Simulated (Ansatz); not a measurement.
## SiO2 (I4/mmm) under several functionals

Plane-wave DFT in Ansatz with scalar-relativistic PAW potentials. The same structure was relaxed (cell and atoms, symmetry kept) in separate runs at each level. This form isn't the usual stable structure of the compound. No spin polarisation.

| level | cutoff (eV) | k mesh | V (Å³/atom) | a (Å) | c (Å) | gap (eV) | B0 (GPa) |
| --- | --- | --- | --- | --- | --- | --- | --- |
| LDA | 420 | 6×6×6 | 17.252 | 8.911 | 5.215 | 5.35 | 134 |
| PBEsol | 420 | 6×6×6 | 17.609 | 8.971 | 5.251 | 5.48 | – |
| PBE | 420 | 6×6×6 | 17.838 | 9.011 | 5.273 | 5.36 | 125 |

**Question.** Where does r2SCAN (500 eV, k mesh 6×6×6) fall?

**Answer.** V (Å³/atom) 17.417, a (Å) 8.939, c (Å) 5.231, gap (eV) 6.08, B0 (GPa) 137. Its volume is between those of LDA and PBEsol. The usual order of volumes, LDA < PBEsol < PBE, holds here (17.252, 17.609, 17.838 Å³/atom). As a rule LDA overbinds; PBEsol, built on the gradient expansion of slowly varying densities, lies between LDA and PBE; PBE's stronger gradient term for exchange weakens bonds. r2SCAN lies 2.4 % under PBE in volume. B0 goes from 134.1 to 125.3 GPa as the volume grows by 3.4 %; on one curve with B' = 2.8 the volume alone, B ∝ V^(−B'), would give 122.1 GPa, and the rest of the difference is the functional's own stiffness. Each gap belongs to its own cell, so it mixes the functional's effect with that of the volume; gaps are the least found on the k mesh or on a band path.